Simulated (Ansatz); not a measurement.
Here is an Ansatz 0.2.0 calculation.

Contents of input.yaml:

```yaml
crystal:
  lattice:
    - [0.0, 2.1554, 2.1554]
    - [2.1554, 0.0, 2.1554]
    - [2.1554, 2.1554, 0.0]
  atoms:
    - { symbol: Fe, position: [0.0, 0.0, 0.0], spin: 3.0 }
    - { symbol: O, position: [0.5, 0.5, 0.5] }
kpoints:
  mp_grid: { grid: [11, 11, 11] }
  band_path:
    path:
      - [0.0, 0.0, 0.0]
      - [0.5, 0.0, 0.5]
      - [0.5, 0.25, 0.75]
      - [0.375, 0.375, 0.75]
      - [0.0, 0.0, 0.0]
      - [0.5, 0.5, 0.5]
      - [0.625, 0.25, 0.625]
      - [0.5, 0.25, 0.75]
    npoints: 8
scf:
  occupations: { method: fermi_dirac, width: 0.05 }
hamiltonian:
  xc: pbesol
  pseudopotentials:
    kind: all_electron
    lapw: { basis_error: 0.001 }
    dirac_shells: { Fe: ["2p"] }
magnetization:
  spin_polarized: true
output:
  forces: true
  stress: true
  eigenvalues: true
```

Potentials or basis: all-electron LAPW, inner shells corrected to Dirac's equation.

Launch:

```sh
$ ansatz run input.yaml --threads 2 --pin off --max-ram 6144MiB --backend cpu --events-out ev --progress --plain --runs-dir out
```

Question: What does it give for the band gap along the path?

Answer: None (metal or under the smearing width).

Question: What does it give for the absolute moment?

Answer: 4.01 μB per cell.

Question: Estimate the pressure.

Answer: -8.6 GPa.

Question: Predict the net moment.

Answer: 4.00 μB per cell.

Levels at the corners of the path, in eV from the Fermi level:
Spin up:
| point | band 11 | band 12 | band 13 | band 14 | band 15 | band 16 | band 17 | band 18 |
| --- | --- | --- | --- | --- | --- | --- | --- | --- |
| Γ | -3.88 | -3.88 | -3.67 | -3.67 | -0.09 | 14.99 | 16.78 | 16.78 |
| X | -3.27 | -2.77 | -2.77 | -2.77 | 5.08 | 8.52 | 10.55 | 14.47 |
| W | -3.03 | -2.89 | -2.77 | -1.73 | 7.27 | 8.77 | 8.77 | 11.55 |
| K | -2.91 | -2.63 | -2.46 | -1.71 | 6.59 | 8.53 | 8.53 | 13.87 |
| Γ | -3.88 | -3.88 | -3.67 | -3.67 | -0.09 | 14.99 | 16.78 | 16.78 |
| L | -3.05 | -2.49 | -0.34 | -0.34 | 3.83 | 8.31 | 12.27 | 12.27 |
| U | -2.91 | -2.63 | -2.46 | -1.71 | 6.59 | 8.53 | 8.53 | 13.87 |
| W | -3.03 | -2.89 | -2.77 | -1.73 | 7.27 | 8.77 | 8.77 | 11.55 |
Spin down:
| point | band 8 | band 9 | band 10 | band 11 | band 12 | band 13 |
| --- | --- | --- | --- | --- | --- | --- |
| Γ | -3.33 | -3.33 | -0.74 | -0.74 | -0.74 | 0.14 |
| X | -4.52 | -4.52 | -2.17 | 0.70 | 0.78 | 0.78 |
| W | -6.20 | -5.63 | -0.04 | -0.04 | 0.78 | 1.03 |
| K | -6.22 | -4.93 | -0.82 | 0.59 | 0.69 | 1.27 |
| Γ | -3.33 | -3.33 | -0.74 | -0.74 | -0.74 | 0.14 |
| L | -5.24 | -5.24 | 0.42 | 0.42 | 0.61 | 2.77 |
| U | -6.22 | -4.93 | -0.82 | 0.59 | 0.69 | 1.27 |
| W | -6.20 | -5.63 | -0.04 | -0.04 | 0.78 | 1.03 |

Caveat: a cell with one magnetic atom can't hold antiferromagnetic order, which such compounds often take; semilocal functionals often make such compounds metallic where correlation or magnetic order opens a gap, which also shifts bond lengths.

**The experiment to reproduce.**

From “W\"ustite: Electric, thermodynamic and optical properties of FeO”, 2012, arxiv:1203.1201, for a bulk crystal of FeO: band gap 2.4 eV (optical).

Measured gap of FeO: 2.4 eV (optical; quoted in “W\"ustite: Electric, thermodynamic and optical properties of FeO”, 2012, arxiv:1203.1201). This calculation gives 0.00 eV (-2.40 eV). So large a miss can be the level of theory's own, or it may mean another phase, state or a wrong row. The value is that of PBEsol, without temperature or zero-point motion. Semilocal functionals fall short of measured gaps as a rule. The run's magnetic order (collinear spin, ferromagnetic start) needn't be the measured crystal's.
